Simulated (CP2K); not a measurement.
## CsH under changes of volume

One of the cells (32.401 Å³/atom); the others are scaled copies at fixed shape and fractional positions:

```xyz
2
Lattice="4.5085 0.0000 0.0000 2.2543 3.9045 0.0000 2.2543 1.3015 3.6812" Properties=species:S:1:pos:R:3 pbc="T T T"
Cs    0.0000    0.0000    0.0000
H     4.5085    2.6030    1.8406
```

```yaml
Program: CP2K 2026.2
Functional: r2SCAN
Potentials_or_basis: POTENTIAL_UZH Cs GTH-SCAN-q9, H GTH-SCAN-q1; TZVP-MOLOPT-SCAN-GTH basis
Density_cutoff: 10885 eV
k_mesh: 7 × 7 × 7
Occupations: fermi-dirac, width 0.05 eV
Spin: no spin polarisation
```

```csv
volume (Å³/atom),energy over the lowest point (meV/atom),pressure (GPa),gap on the mesh (eV)
30.457,?,?,?
31.105,5.28,0.8,2.81
31.753,2.55,0.5,2.83
32.401,0.82,0.3,2.85
33.049,0.00,0.1,2.87
33.697,0.01,-0.1,2.88
34.345,0.77,-0.3,2.90
```

Task: What does the run at 30.457 Å³/atom give?

Result: Energy over the lowest point 9.10 meV/atom; pressure 1.1 GPa; gap on the mesh 2.78 eV.

Worked out: A Birch-Murnaghan fit of order 3 (a polynomial in V^(-2/3)) to the other rows has its minimum at 33.36 Å³/atom with B0 = V·E''(V) = 10.1 GPa and B' = 3.9. It gives 9.11 meV/atom at 30.457 Å³/atom, against the run's 9.10, and -dE/dV = 1.1 GPa, against 1.1. A straight line through the other rows of the gap, of slope 0.895 eV per unit of ln V (its deformation potential), extrapolates to 2.79 eV, against the run's 2.78.

Energies are extrapolated to zero smearing.

Caveats: spin-orbit coupling is left out, which moves the levels of the heavy elements; an odd mesh through Γ misses points on the zone boundary, where band edges often lie; the basis of atomic orbitals isn't converged, which shifts pressures, moduli and gaps.
